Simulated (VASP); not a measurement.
Wanted: the native input for a VASP 6.6.1 run.

| Property | Result |
| --- | --- |
| Task | single point |
| Functional | PBE |
| Potentials or basis | VASP PAW PBE potentials, release 64 (Sb) |
| Cutoff | 900 eV |
| k mesh | 9 × 9 × 9 |
| Occupations | gaussian, width 0.02 eV |
| Spin | no spin polarisation |
| Further INCAR settings | ADDGRID = False; ALGO = Normal; EDIFF = 1e-08 |

The structure of Sb lies in POSCAR:

```
Sb
1.0
   -1.8713408863      1.8713408863      1.8713408863
    1.8713408863     -1.8713408863      1.8713408863
    1.8713408863      1.8713408863     -1.8713408863
Sb
1
Direct
    0.0000000000      0.0000000000      0.0000000000
```

This isn't the form of Sb at room conditions, which is rhombohedral.

The input as run:

INCAR

```
SYSTEM = Sb
PREC = Accurate
ENCUT = 900
EDIFF = 1E-8
ISMEAR = 0
SIGMA = 0.02
LREAL = .False.
LASPH = .True.
NELM = 100
ALGO = Normal
ISIF = 2
LWAVE = .False.
LCHARG = .False.
GGA = PE
ADDGRID = .False.
```

KPOINTS

```
Automatic mesh
0
Gamma
  9 9 9
  0 0 0
```

Potentials or basis: VASP PAW PBE potentials, release 64 (Sb).

Command:

```console
$ cat potpaw_PBE.64/Sb/POTCAR > POTCAR
$ mpirun -np 1 vasp_std > vasp.out
```

Results of the run:

The pressure is 2.3 GPa and the band gap on the k mesh is none (metal or under the smearing width).

Run time: 21 s on 1 thread of AMD EPYC 7R43 64-Core Processor (Zen 3), on a shared host, peak memory 0.14 GiB.
